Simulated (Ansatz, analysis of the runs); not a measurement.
# Conductance against length: (GeH2)2 chain with methyl sulfide ends, between Au (111) faces with adatoms, and longer members, part 4 of 4

Wanted: G and thermopower along the series, and a fit against length.

Ansatz 0.2.0; DFT PBE, plane waves, PAW; relaxation of a junction, electrodes held but for their tips (the session's first sound run).

So far, conductance of the junction (G₀): step 3 (transmission, 90 atoms, molecule oligogermane 2, methyl sulfide ends, units 2) 0.0540; step 6 (the open system, 93 atoms, molecule oligogermane 3, methyl sulfide ends, units 3) 0.0279; step 9 (transmission, 96 atoms, molecule oligogermane 4, methyl sulfide ends, units 4) 0.00373.

**12. Transmission between the leads, 99 atoms, molecule oligogermane 5, methyl sulfide ends, units 5**

This step: DFT PBE, plane waves, PAW; transmission of a junction between electrodes (Ansatz 0.2.0).

The transmission is computed for this geometry in the same way.

The input, input.yaml:

```yaml
crystal:
  lattice:
    - [8.8246926292, 0.0, 0.0]
    - [4.4123463146, 7.6424079975, 0.0]
    - [0.0, 0.0, 36.5562346782]
  atoms:
    - { symbol: Au, position: [0.722222222, 0.722222222, 0.0] }
    - { symbol: Au, position: [0.722222222, 0.055555556, 0.0] }
    - { symbol: Au, position: [0.722222222, 0.388888889, 0.0] }
    - { symbol: Au, position: [0.055555556, 0.722222222, 0.0] }
    - { symbol: Au, position: [0.055555556, 0.055555556, 0.0] }
    - { symbol: Au, position: [0.055555556, 0.388888889, 0.0] }
    - { symbol: Au, position: [0.388888889, 0.722222222, 0.0] }
    - { symbol: Au, position: [0.388888889, 0.055555556, 0.0] }
    - { symbol: Au, position: [0.388888889, 0.388888889, 0.0] }
    - { symbol: Au, position: [0.833333333, 0.833333333, 0.065700889] }
    - { symbol: Au, position: [0.833333333, 0.166666667, 0.065700889] }
    - { symbol: Au, position: [0.833333333, 0.5, 0.065700889] }
    - { symbol: Au, position: [0.166666667, 0.833333333, 0.065700889] }
    - { symbol: Au, position: [0.166666667, 0.166666667, 0.065700889] }
    - { symbol: Au, position: [0.166666667, 0.5, 0.065700889] }
    - { symbol: Au, position: [0.5, 0.833333333, 0.065700889] }
    - { symbol: Au, position: [0.5, 0.166666667, 0.065700889] }
    - { symbol: Au, position: [0.5, 0.5, 0.065700889] }
    - { symbol: Au, position: [0.944444444, 0.944444444, 0.131401778] }
    - { symbol: Au, position: [0.944444444, 0.277777778, 0.131401778] }
    - { symbol: Au, position: [0.944444444, 0.611111111, 0.131401778] }
    - { symbol: Au, position: [0.277777778, 0.944444444, 0.131401778] }
    - { symbol: Au, position: [0.277777778, 0.277777778, 0.131401778] }
    - { symbol: Au, position: [0.277777778, 0.611111111, 0.131401778] }
    - { symbol: Au, position: [0.611111111, 0.944444444, 0.131401778] }
    - { symbol: Au, position: [0.611111111, 0.277777778, 0.131401778] }
    - { symbol: Au, position: [0.611111111, 0.611111111, 0.131401778] }
    - { symbol: Au, position: [0.055555556, 0.055555556, 0.197102667] }
    - { symbol: Au, position: [0.055555556, 0.388888889, 0.197102667] }
    - { symbol: Au, position: [0.055555556, 0.722222222, 0.197102667] }
[... 63 atom lines left out ...]
    - { symbol: Au, position: [0.944444444, 0.611111111, 0.934299111] }
    - { symbol: Au, position: [0.944444444, 0.944444444, 0.934299111] }
    - { symbol: Au, position: [0.944444444, 0.277777778, 0.934299111] }
    - { symbol: Au, position: [0.277777778, 0.611111111, 0.934299111] }
    - { symbol: Au, position: [0.277777778, 0.944444444, 0.934299111] }
    - { symbol: Au, position: [0.277777778, 0.277777778, 0.934299111] }
kpoints:
  mp_grid: { grid: [4, 4, 1] }
scf:
  occupations: { method: fermi_dirac, width: 0.1 }
hamiltonian:
  xc: pbe
output:
  transmission: { leads: [[90, 0]], e_range: [-0.7, 0.7], de: 0.035, kmesh: [4, 4] }
  dos: { projected: true, e_range: [-5, 4] }
  write_potential: true
  write_density: true
  volumetric_format: npy
```

Atom lines that are left out differ too.

On the command line:

```sh
$ ansatz run input.yaml --threads 16 --pin off --max-ram 61440MiB --backend cuda --events-out ev --progress --plain --runs-dir out --max-vram 78GiB
```

Numbers of over 12 decimals in the logs are rounded to 6 here.

The program printed:

```text
[...]
Crystal: 99 atoms, lattice volume = 2465.422 Å³
Basis set: ecut = 420 eV, 48177 PW (Γ)
Bands: 908, of which v1, the nominal top of the filled ones, is band 756 counted from 1 (755 counted from 0)
Symmetry: 1 space group operations
[...]
k-points: 10 of 16 (time reversal used)
[...]
transmission: 110 of 550 steps passed
[...]
SCF converged after 10 iterations
[...]
--- Transmission ---
  basis      : 595 plane waves across, 55 finite elements along
  points     : 10, standing for a mesh of 4 x 4
  on the GPU : 10 of these points
[...]
filled         : 0.3 meV under the level at which it is neutral
    channels       : 7.687500e0 a spin
[...]
junction   : crystal 0 to crystal 0, -0.50 to 33.65 Å
    transmission   : 8.925659e-3 a spin
[...]
resistance     : 9.5783e-1 Ω µm² beyond half of each lead's own
```

Elapsed: 4.2 min, on 1 × NVIDIA GB200 with 16 threads of Arm Neoverse V2, shared host; peak memory 20 GiB; 33 min of CPU time.

The conductance is 0.00908 G₀. The conductance is 2.4 times that of the last run that gave one. The lead's Hamiltonian steps by 23.5 meV, which the program lets pass, though it counts in the error estimate. The largest term of the program's error estimate is 41 %, from the k-mesh.

**13. Side by side**

Times are for 1 × NVIDIA GB200 with 16 threads of Arm Neoverse V2, shared host. The runs compared:

```tsv
no.	molecule	units	transmission at the energy nearest the Fermi level, one spin	step of the lead's Hamiltonian (meV)	conductance of the junction (S/m²)	conductance of the junction (G₀)	added resistance times area (Ω um²)	time	memory (GiB)
1	oligogermane 2, methyl sulfide ends	2	0.05348	24.4	6.20e12	0.05398	0.1601	3.6 min	19
2	oligogermane 3, methyl sulfide ends	3	0.02758	22.7	3.21e12	0.02792	0.3106	3.6 min	19
3	oligogermane 4, methyl sulfide ends	4	0.003664	22.2	4.29e11	0.003732	2.332	7.8 min	19
4	oligogermane 5, methyl sulfide ends	5	0.008926	23.5	1.04e12	0.009077	0.9578	4.2 min	20
```

The runs together. Table of transmission by energy, zero at the Fermi level:

```tsv
energy (eV)	oligogermane 2, methyl sulfide ends, 2	oligogermane 3, methyl sulfide ends, 3	oligogermane 4, methyl sulfide ends, 4	oligogermane 5, methyl sulfide ends, 5
-0.700	0.0268	0.0110	9.4e-4	0.00265
-0.595	0.0328	0.0138	0.00111	0.00332
-0.490	0.0480	0.0220	0.00156	0.00548
-0.385	0.0357	0.0157	0.00162	0.00419
-0.315	0.0357	0.016	0.00170	0.00433
-0.210	0.0401	0.0188	0.00210	0.00533
-0.105	0.0458	0.0223	0.00271	0.00674
0.000	0.0535	0.0276	0.00366	0.00893
0.105	0.0662	0.0363	0.00529	0.0128
0.210	0.121	0.0706	0.0102	0.0271
0.315	0.0556	0.0368	0.00817	0.0177
0.385	0.0557	0.0408	0.00914	0.0221
0.490	0.0675	0.0578	0.0145	0.0392
0.595	0.0877	0.0907	0.0263	0.0851
0.700	0.120	0.157	0.0553	0.232
```

**14. Landauer integrals, 99 atoms**

This step: Landauer integrals over the computed T(E), interpolated linearly between its energies (analysis of the runs above).

T(E) held rigid; rough near sharp steps of T(E). The conductance at 300 K by shift of the leads' level:

```tsv
shift of the leads' level (eV)	conductance at 300 K (G₀)
-0.350	0.00436
-0.300	0.00454
-0.250	0.00495
-0.200	0.00549
-0.150	0.00613
-0.100	0.00691
-0.050	0.00788
0.000	0.00912
0.050	0.0108
0.100	0.0132
0.150	0.0171
0.200	0.0224
0.250	0.0238
0.300	0.0209
0.350	0.0210
```

The thermopower is -23.4 μV/K. The Lorenz ratio is 1.05, where the Wiedemann-Franz law gives 1. These values rest on a semilocal level alignment and on the mesh across the current. Moving the level by up to 0.1 eV either way gives -34 to -18 μV/K.

**15. Outcome**

| Property | Result |
| --- | --- |
| conductance, (GeH2)2 chain with methyl sulfide ends | 0.0540 G₀ |
| thermopower, (GeH2)2 chain with methyl sulfide ends | -13.4 μV/K |
| conductance, (GeH2)3 chain with methyl sulfide ends | 0.0279 G₀ |
| thermopower, (GeH2)3 chain with methyl sulfide ends | -17.6 μV/K |
| conductance, (GeH2)4 chain with methyl sulfide ends | 0.00373 G₀ |
| thermopower, (GeH2)4 chain with methyl sulfide ends | -24.3 μV/K |
| conductance, (GeH2)5 chain with methyl sulfide ends | 0.00908 G₀ |
| thermopower, (GeH2)5 chain with methyl sulfide ends | -23.4 μV/K |

What this shows: Semilocal functionals put a molecule's frontier levels too near the Fermi level, so conductances off resonance usually come out too high. The mesh of 4 × 4 points across the current is coarse: where the lead's channel count steps, T(E) can show bumps that belong to the mesh. Transport is coherent and elastic here: the atoms are frozen, so scattering by vibrations plays no part. The (GeH2)4 chain with methyl sulfide ends is not all-trans: 1 backbone bond is gauche, so it is another conformer than a stretched chain, and no decay constant is fitted. Spin-orbit coupling is left out, which matters for the bands of heavy atoms. One term of the program's error estimate for a conductance, of a junction or of the perfect wire, reaches 47 % in this session.

[Logs are printed without paths, hosts, clocks, repeated set-up lines and the standing remarks that a program may print on its own settings, such as how far it seeks lower states.]

[Hosts, paths, dates, database ids (printed as entryN), source tags and the programs' standing remarks are cut or masked in the printed files.]
